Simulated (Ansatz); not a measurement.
# Sodium, bcc under LDA: how the cold (Marzari-Vanderbilt) smearing moves the result

A convergence test of the cold (Marzari-Vanderbilt) smearing width. The geometry was relaxed under LDA beforehand and stays fixed; 7 values are run, from 0.01 to 1.0 eV. Wanted are the values from which on the energy stays within 10 and 1 meV/atom, and the pressure within 0.5 GPa, of the narrowest run. Within the series other settings stay, but some runs also write fields, which adds to their time. Spin polarisation is left out.

Method: DFT LDA, plane waves with PAW, scalar-relativistic, in Ansatz 0.2.0.

## (1) The system as given

The structure is cubic, space group Im-3m (No. 229). The conventional cell has a = 4.057 Å, b = 4.057 Å, c = 4.057 Å, α = 90.00°, β = 90.00°, γ = 90.00°. Around Na (site symmetry m-3m) lie 8 Na at 3.51 Å.

Structure file:

```cif
data_structure
_symmetry_space_group_name_H-M 'P 1'
_symmetry_Int_Tables_number 1
_cell_length_a 3.5138
_cell_length_b 3.5138
_cell_length_c 3.5138
_cell_angle_alpha 109.471
_cell_angle_beta 109.471
_cell_angle_gamma 109.471
_cell_volume 33.40
loop_
_atom_site_label
_atom_site_type_symbol
_atom_site_fract_x
_atom_site_fract_y
_atom_site_fract_z
_atom_site_occupancy
Na1 Na 0.00000 0.00000 0.00000 1
```

## (2) With a width of 0.01 eV

The run at 0.01 eV.

input.yaml

```yaml
crystal:
  lattice:
    - [-2.0287155323, 2.0287155323, 2.0287155323]
    - [2.0287155323, -2.0287155323, 2.0287155323]
    - [2.0287155323, 2.0287155323, -2.0287155323]
  atoms:
    - { symbol: Na, position: [0.0, 0.0, 0.0] }
hamiltonian:
  xc: lda
  pseudopotentials:
    kind: paw
    azcp:
      Na: "pseudopotentials/Na.paw.azcp"
basis:
  ecutwfc: 420
  fft_grid_basis: typed
kpoints:
  mp_grid: { grid: [11, 11, 11], shift: [0, 0, 0] }
magnetization:
  spin_polarized: false
scf:
  occupations: { method: cold, width: 0.01 }
  lower_state_search: "off"
output:
  stress: true
```

Command:

```console
> ansatz run input.yaml --threads 2 --pin off --max-ram 5120MiB --backend cpu --events-out ev --progress --plain --runs-dir out
```

The log of the run, cut to the lines that bear on the results:

```text
Warning: <dir> the record states the generating functional pbe (its physics header spells it `PBE`), which answers neither for hamiltonian.xc's functional nor for the lda family's — results may be inconsistent (PPs are generated against a specific XC)
Warning: RAYON_NUM_THREADS=2 ignored (pool sized by the plan → 2); use --threads N
[...]
Pseudopotentials: kind: paw
Pseudopotential: Na, paw, valence charge 9, recommended cutoff 420 eV (normal), <dir>
Functional definition: SPW92
[...]
Crystal: 1 atoms, lattice volume = 33.398 Å³
Basis set: ecut = 420 eV, 627 PW (Γ)
Bands: 9, of which v1, the nominal top of the filled ones, is band 5 counted from 1 (4 counted from 0)
Symmetry: 48 space group operations
Space group: Im-3m (ITA 229), of the structure as read, at distance tolerance 3.2e-5 Å
k-points: 56 of 1331
[...]
SCF iter   1: F=—  HF=-1466.613891 eV  |F-HF|=—  |Δ(HF+E_count)|=         —  Δρ=5.60e-3  dr2=4.28e-3  ethr=1.77e-3  ⟨swp⟩=5.9  Hψ=3408  notcnv=0
[...]
SCF iter   4: F=-1466.610272 eV  HF=-1466.610272 eV  |F-HF|=3.19e-8  |Δ(HF+E_count)|=   5.79e-6  S|Δr|=    0.00e0  Δρ=1.49e-5  dr2=3.33e-8  ethr=1.11e-9  ⟨swp⟩=3.0  Hψ=1732  notcnv=0
[...]
SCF converged after 4 iterations
Stability not checked: this state was not tested for a lower state beside it, because cold or Methfessel-Paxton smearing, or corrected tetrahedra, fill the levels in a way that the test cannot read (fill_not_monotonic; see scf.lower_state_search)
Free energy (F): -1466.610272 eV
[...]
E sigma→0 (E₀):  -1466.610257 eV
Entropy (-TS):   -0.000044 eV (-0.044 meV/atom)
Fermi energy:    1.999539 eV
[...]
--- Stress (GPa, compression-positive) ---
       -0.041455      -0.000000       0.000000
       -0.000000      -0.041455       0.000000
        0.000000       0.000000      -0.041455
  P = ⅓ Tr σ = -0.0415 GPa (-0.415 kbar)
```

It took 0.21 s on 2 threads of AMD EPYC 9R45 (Zen 5), shared host; peak memory 0.32 GiB.

## (3) With a width of 0.03 eV

The run at 0.03 eV.

input.yaml: that of step 2 with these lines changed.

```diff
@@ -21,3 +21,3 @@
 scf:
-  occupations: { method: cold, width: 0.01 }
+  occupations: { method: cold, width: 0.03 }
   lower_state_search: "off"
```

Command:

```console
> ansatz run input.yaml --threads 2 --pin off --max-ram 5120MiB --backend cpu --events-out ev --progress --plain --runs-dir out
```

The log of the run, cut to the lines that bear on the results:

```text
Warning: <dir> the record states the generating functional pbe (its physics header spells it `PBE`), which answers neither for hamiltonian.xc's functional nor for the lda family's — results may be inconsistent (PPs are generated against a specific XC)
Warning: RAYON_NUM_THREADS=2 ignored (pool sized by the plan → 2); use --threads N
[...]
[... 3 set-up lines as earlier in the session ...]
[...]
Crystal: 1 atoms, lattice volume = 33.398 Å³
Basis set: ecut = 420 eV, 627 PW (Γ)
Bands: 9, of which v1, the nominal top of the filled ones, is band 5 counted from 1 (4 counted from 0)
[... 2 set-up lines as earlier in the session ...]
k-points: 56 of 1331
[...]
SCF iter   1: F=—  HF=-1466.613994 eV  |F-HF|=—  |Δ(HF+E_count)|=         —  Δρ=5.60e-3  dr2=4.29e-3  ethr=1.77e-3  ⟨swp⟩=5.8  Hψ=3410  notcnv=0
[...]
SCF iter   4: F=-1466.610359 eV  HF=-1466.610359 eV  |F-HF|=3.29e-8  |Δ(HF+E_count)|=   5.81e-6  S|Δr|=    0.00e0  Δρ=1.50e-5  dr2=3.32e-8  ethr=1.11e-9  ⟨swp⟩=3.0  Hψ=1736  notcnv=0
[...]
SCF converged after 4 iterations
Stability not checked: this state was not tested for a lower state beside it, because cold or Methfessel-Paxton smearing, or corrected tetrahedra, fill the levels in a way that the test cannot read (fill_not_monotonic; see scf.lower_state_search)
Free energy (F): -1466.610359 eV
[...]
E sigma→0 (E₀):  -1466.610315 eV
Entropy (-TS):   -0.000131 eV (-0.131 meV/atom)
Fermi energy:    2.010564 eV
[...]
--- Stress (GPa, compression-positive) ---
       -0.041456       0.000000      -0.000000
        0.000000      -0.041456      -0.000000
       -0.000000      -0.000000      -0.041456
  P = ⅓ Tr σ = -0.0415 GPa (-0.415 kbar)
```

It took 0.21 s on 2 threads of AMD EPYC 9R45 (Zen 5), shared host; peak memory 0.32 GiB.

## (4) With a width of 0.1 eV

The run at 0.1 eV.

input.yaml: that of step 3 with these lines changed.

```diff
@@ -21,3 +21,3 @@
 scf:
-  occupations: { method: cold, width: 0.03 }
+  occupations: { method: cold, width: 0.1 }
   lower_state_search: "off"
```

Command:

```console
> ansatz run input.yaml --threads 2 --pin off --max-ram 5120MiB --backend cpu --events-out ev --progress --plain --runs-dir out
```

The log of the run, cut to the lines that bear on the results:

```text
Warning: <dir> the record states the generating functional pbe (its physics header spells it `PBE`), which answers neither for hamiltonian.xc's functional nor for the lda family's — results may be inconsistent (PPs are generated against a specific XC)
Warning: RAYON_NUM_THREADS=2 ignored (pool sized by the plan → 2); use --threads N
[...]
[... 3 set-up lines as earlier in the session ...]
[...]
Crystal: 1 atoms, lattice volume = 33.398 Å³
Basis set: ecut = 420 eV, 627 PW (Γ)
Bands: 9, of which v1, the nominal top of the filled ones, is band 5 counted from 1 (4 counted from 0)
[... 2 set-up lines as earlier in the session ...]
k-points: 56 of 1331
[...]
SCF iter   1: F=—  HF=-1466.614262 eV  |F-HF|=—  |Δ(HF+E_count)|=         —  Δρ=5.61e-3  dr2=4.29e-3  ethr=1.77e-3  ⟨swp⟩=4.9  Hψ=3257  notcnv=0
[...]
SCF iter   4: F=-1466.610623 eV  HF=-1466.610623 eV  |F-HF|=2.57e-8  |Δ(HF+E_count)|=   5.87e-6  S|Δr|=    0.00e0  Δρ=1.32e-5  dr2=2.61e-8  ethr=1.11e-9  ⟨swp⟩=3.3  Hψ=1740  notcnv=0
[...]
SCF converged after 4 iterations
Stability not checked: this state was not tested for a lower state beside it, because cold or Methfessel-Paxton smearing, or corrected tetrahedra, fill the levels in a way that the test cannot read (fill_not_monotonic; see scf.lower_state_search)
Free energy (F): -1466.610623 eV
[...]
E sigma→0 (E₀):  -1466.610549 eV
Entropy (-TS):   -0.000220 eV (-0.220 meV/atom)
Fermi energy:    2.044901 eV
[...]
--- Stress (GPa, compression-positive) ---
       -0.041933      -0.000000       0.000000
       -0.000000      -0.041933      -0.000000
        0.000000       0.000000      -0.041933
  P = ⅓ Tr σ = -0.0419 GPa (-0.419 kbar)
```

Run time: 0.2 s. Hardware: 2 threads of AMD EPYC 9R45 (Zen 5), shared host; peak memory 0.32 GiB.

## (5) With a width of 0.2 eV

The run at 0.2 eV.

input.yaml: that of step 4 with these lines changed.

```diff
@@ -21,3 +21,3 @@
 scf:
-  occupations: { method: cold, width: 0.1 }
+  occupations: { method: cold, width: 0.2 }
   lower_state_search: "off"
```

Command:

```console
> ansatz run input.yaml --threads 2 --pin off --max-ram 5120MiB --backend cpu --events-out ev --progress --plain --runs-dir out
```

The log of the run, cut to the lines that bear on the results:

```text
Warning: <dir> the record states the generating functional pbe (its physics header spells it `PBE`), which answers neither for hamiltonian.xc's functional nor for the lda family's — results may be inconsistent (PPs are generated against a specific XC)
Warning: RAYON_NUM_THREADS=2 ignored (pool sized by the plan → 2); use --threads N
[...]
[... 3 set-up lines as earlier in the session ...]
[...]
Crystal: 1 atoms, lattice volume = 33.398 Å³
Basis set: ecut = 420 eV, 627 PW (Γ)
Bands: 9, of which v1, the nominal top of the filled ones, is band 5 counted from 1 (4 counted from 0)
[... 2 set-up lines as earlier in the session ...]
k-points: 56 of 1331
[...]
SCF iter   1: F=—  HF=-1466.614289 eV  |F-HF|=—  |Δ(HF+E_count)|=         —  Δρ=5.60e-3  dr2=4.28e-3  ethr=1.77e-3  ⟨swp⟩=4.9  Hψ=3046  notcnv=0
[...]
SCF iter   5: F=-1466.610669 eV  HF=-1466.610669 eV  |F-HF|=1.59e-8  |Δ(HF+E_count)|=   1.40e-7  S|Δr|=    0.00e0  Δρ=1.65e-5  dr2=6.92e-8  ethr=1.11e-9  ⟨swp⟩=4.1  Hψ=1496  notcnv=0
[...]
SCF converged after 5 iterations
Stability not checked: this state was not tested for a lower state beside it, because cold or Methfessel-Paxton smearing, or corrected tetrahedra, fill the levels in a way that the test cannot read (fill_not_monotonic; see scf.lower_state_search)
Free energy (F): -1466.610669 eV
[...]
E sigma→0 (E₀):  -1466.610722 eV
Entropy (-TS):   0.000161 eV (0.161 meV/atom)
Fermi energy:    2.061456 eV
[...]
--- Stress (GPa, compression-positive) ---
       -0.043193       0.000000      -0.000000
        0.000000      -0.043193      -0.000000
       -0.000000       0.000000      -0.043193
  P = ⅓ Tr σ = -0.0432 GPa (-0.432 kbar)
```

It took 0.22 s on 2 threads of AMD EPYC 9R45 (Zen 5), shared host; peak memory 0.32 GiB.

## (6) With a width of 0.3 eV

The run at 0.3 eV.

input.yaml: that of step 5 with these lines changed.

```diff
@@ -21,3 +21,3 @@
 scf:
-  occupations: { method: cold, width: 0.2 }
+  occupations: { method: cold, width: 0.3 }
   lower_state_search: "off"
@@ -25 +25,5 @@
   stress: true
+  write_density: true
+  write_potential: true
+  elf: true
+  volumetric_format: npy
```

Command:

```console
> ansatz run input.yaml --threads 2 --pin off --max-ram 5120MiB --backend cpu --events-out ev --progress --plain --runs-dir out
```

The log of the run, cut to the lines that bear on the results:

```text
Warning: <dir> the record states the generating functional pbe (its physics header spells it `PBE`), which answers neither for hamiltonian.xc's functional nor for the lda family's — results may be inconsistent (PPs are generated against a specific XC)
Warning: RAYON_NUM_THREADS=2 ignored (pool sized by the plan → 2); use --threads N
[...]
[... 3 set-up lines as earlier in the session ...]
[...]
Crystal: 1 atoms, lattice volume = 33.398 Å³
Basis set: ecut = 420 eV, 627 PW (Γ)
Bands: 9, of which v1, the nominal top of the filled ones, is band 5 counted from 1 (4 counted from 0)
[... 2 set-up lines as earlier in the session ...]
k-points: 56 of 1331
[...]
SCF iter   1: F=—  HF=-1466.614163 eV  |F-HF|=—  |Δ(HF+E_count)|=         —  Δρ=5.60e-3  dr2=4.28e-3  ethr=1.77e-3  ⟨swp⟩=4.9  Hψ=3010  notcnv=0
[...]
SCF iter   5: F=-1466.610543 eV  HF=-1466.610543 eV  |F-HF|=1.61e-8  |Δ(HF+E_count)|=   1.39e-7  S|Δr|=    0.00e0  Δρ=1.66e-5  dr2=6.92e-8  ethr=1.11e-9  ⟨swp⟩=9.5  Hψ=3568  notcnv=0
[...]
SCF converged after 5 iterations
Stability not checked: this state was not tested for a lower state beside it, because cold or Methfessel-Paxton smearing, or corrected tetrahedra, fill the levels in a way that the test cannot read (fill_not_monotonic; see scf.lower_state_search)
Free energy (F): -1466.610543 eV
[...]
E sigma→0 (E₀):  -1466.610747 eV
Entropy (-TS):   0.000611 eV (0.611 meV/atom)
Fermi energy:    2.054314 eV
[...]
--- Stress (GPa, compression-positive) ---
       -0.044437       0.000000       0.000000
        0.000000      -0.044437       0.000000
        0.000000       0.000000      -0.044437
  P = ⅓ Tr σ = -0.0444 GPa (-0.444 kbar)
--- Band table (eV; the first three rows and the last of 56) ---
  k-point 0: bands = ["-50.3798", "-22.8645", "-22.8645", "-22.8645", "-1.4778", "14.3480", "14.3480", "14.3480", "15.5196"]
[...]
```

Wall time 0.28 s (2 threads of AMD EPYC 9R45 (Zen 5), shared host); peak memory 0.29 GiB.

## (7) With a width of 0.6 eV

The run at 0.6 eV.

input.yaml: that of step 6 with these lines changed.

```diff
@@ -21,3 +21,3 @@
 scf:
-  occupations: { method: cold, width: 0.3 }
+  occupations: { method: cold, width: 0.6 }
   lower_state_search: "off"
@@ -25,5 +25 @@
   stress: true
-  write_density: true
-  write_potential: true
-  elf: true
-  volumetric_format: npy
```

Command:

```console
> ansatz run input.yaml --threads 2 --pin off --max-ram 5120MiB --backend cpu --events-out ev --progress --plain --runs-dir out
```

The log of the run, cut to the lines that bear on the results:

```text
Warning: <dir> the record states the generating functional pbe (its physics header spells it `PBE`), which answers neither for hamiltonian.xc's functional nor for the lda family's — results may be inconsistent (PPs are generated against a specific XC)
Warning: RAYON_NUM_THREADS=2 ignored (pool sized by the plan → 2); use --threads N
[...]
[... 3 set-up lines as earlier in the session ...]
[...]
Crystal: 1 atoms, lattice volume = 33.398 Å³
Basis set: ecut = 420 eV, 627 PW (Γ)
Bands: 9, of which v1, the nominal top of the filled ones, is band 5 counted from 1 (4 counted from 0)
[... 2 set-up lines as earlier in the session ...]
k-points: 56 of 1331
[...]
SCF iter   1: F=—  HF=-1466.614009 eV  |F-HF|=—  |Δ(HF+E_count)|=         —  Δρ=5.60e-3  dr2=4.29e-3  ethr=1.77e-3  ⟨swp⟩=4.9  Hψ=3001  notcnv=0
[...]
SCF iter   5: F=-1466.610375 eV  HF=-1466.610375 eV  |F-HF|=1.43e-8  |Δ(HF+E_count)|=   1.17e-7  S|Δr|=    0.00e0  Δρ=1.66e-5  dr2=6.70e-8  ethr=1.11e-9  ⟨swp⟩=4.1  Hψ=1512  notcnv=0
[...]
SCF converged after 5 iterations
Stability not checked: this state was not tested for a lower state beside it, because cold or Methfessel-Paxton smearing, or corrected tetrahedra, fill the levels in a way that the test cannot read (fill_not_monotonic; see scf.lower_state_search)
Free energy (F): -1466.610375 eV
[...]
E sigma→0 (E₀):  -1466.609098 eV
Entropy (-TS):   -0.003832 eV (-3.832 meV/atom)
Fermi energy:    2.034380 eV
[...]
--- Stress (GPa, compression-positive) ---
       -0.034202      -0.000000       0.000000
       -0.000000      -0.034202      -0.000000
       -0.000000       0.000000      -0.034202
  P = ⅓ Tr σ = -0.0342 GPa (-0.342 kbar)
```

Wall time 0.21 s (2 threads of AMD EPYC 9R45 (Zen 5), shared host); peak memory 0.29 GiB.

## (8) With a width of 1.0 eV

The run at 1.0 eV.

input.yaml: that of step 7 with these lines changed.

```diff
@@ -21,3 +21,3 @@
 scf:
-  occupations: { method: cold, width: 0.6 }
+  occupations: { method: cold, width: 1.0 }
   lower_state_search: "off"
```

Command:

```console
> ansatz run input.yaml --threads 2 --pin off --max-ram 5120MiB --backend cpu --events-out ev --progress --plain --runs-dir out
```

The log of the run, cut to the lines that bear on the results:

```text
Warning: <dir> the record states the generating functional pbe (its physics header spells it `PBE`), which answers neither for hamiltonian.xc's functional nor for the lda family's — results may be inconsistent (PPs are generated against a specific XC)
Warning: RAYON_NUM_THREADS=2 ignored (pool sized by the plan → 2); use --threads N
band count auto-derived: 10 (N_el = 9.0; filled up to band 5; 9 by the electrons, moments and atoms)
[...]
[... 3 set-up lines as earlier in the session ...]
[...]
Crystal: 1 atoms, lattice volume = 33.398 Å³
Basis set: ecut = 420 eV, 627 PW (Γ)
Bands: 10, of which v1, the nominal top of the filled ones, is band 5 counted from 1 (4 counted from 0)
[... 2 set-up lines as earlier in the session ...]
k-points: 56 of 1331
[...]
SCF iter   1: F=—  HF=-1466.621298 eV  |F-HF|=—  |Δ(HF+E_count)|=         —  Δρ=5.61e-3  dr2=4.30e-3  ethr=1.77e-3  ⟨swp⟩=4.9  Hψ=3187  notcnv=0
[...]
SCF iter   5: F=-1466.617653 eV  HF=-1466.617653 eV  |F-HF|=3.49e-9  |Δ(HF+E_count)|=   1.37e-7  S|Δr|=    0.00e0  Δρ=1.43e-5  dr2=4.95e-8  ethr=1.11e-9  ⟨swp⟩=4.0  Hψ=1586  notcnv=0
[...]
SCF converged after 5 iterations
Stability not checked: this state was not tested for a lower state beside it, because cold or Methfessel-Paxton smearing, or corrected tetrahedra, fill the levels in a way that the test cannot read (fill_not_monotonic; see scf.lower_state_search)
Free energy (F): -1466.617653 eV
[...]
E sigma→0 (E₀):  -1466.607695 eV
Entropy (-TS):   -0.029873 eV (-29.873 meV/atom)
Fermi energy:    2.034170 eV
[...]
--- Stress (GPa, compression-positive) ---
        0.009375      -0.000000       0.000000
       -0.000000       0.009375      -0.000000
       -0.000000       0.000000       0.009375
  P = ⅓ Tr σ = 0.0094 GPa (0.094 kbar)
```

It took 0.22 s on 2 threads of AMD EPYC 9R45 (Zen 5), shared host; peak memory 0.33 GiB.

## (9) The series

Energies count from the run at 0.01 eV.

```
smearing (eV)  F (meV/atom)  E(σ → 0) (meV/atom)  P (GPa)  SCF cycles  CPU time
         0.01          0.00                 0.00    -0.04           4    0.32 s
         0.03         -0.09                -0.06    -0.04           4    0.32 s
          0.1         -0.35                -0.29    -0.04           4    0.31 s
          0.2         -0.40                -0.47    -0.04           5    0.33 s
          0.3         -0.27                -0.49    -0.04           5    0.46 s
          0.6         -0.10                 1.16    -0.03           5    0.32 s
          1.0         -7.38                 2.56     0.01           5    0.33 s
```

## (10) Results

| quantity | value |
| --- | --- |
| E(σ → 0) stays within 10 meV/atom of 0.01 eV | up to 1.0 eV |
| E(σ → 0) stays within 1 meV/atom | up to 0.3 eV |
| pressure stays within 0.5 GPa | up to 1.0 eV |
| pressure at 0.01 eV | -0.04 GPa |
| energy of a separate run on a finer mesh (18×18×18) | +2.2 meV/atom from 0.01 eV |

What this shows: The far end, 1.0 eV, lies +2.6 meV/atom and +0.1 GPa from the yardstick. The free energy F moves by -7.4 meV/atom over the range, and the estimate for σ → 0 by +2.6. This scheme cancels the term in the square of the width, so F moves little up to 0.2 eV. The mesh (11×11×11) is fixed, so the narrowest widths carry a k-point error of their own. The yardstick itself is unsettled by 2.2 meV/atom against the finer mesh, so the thresholds above hold only within this series, and wider smearing, which averages over more states, can land nearer the fine-mesh value than the narrowest does. The cell taken over is 11 % smaller than the measured one (37.71 Å³/atom, COD), which weighs on all values here.
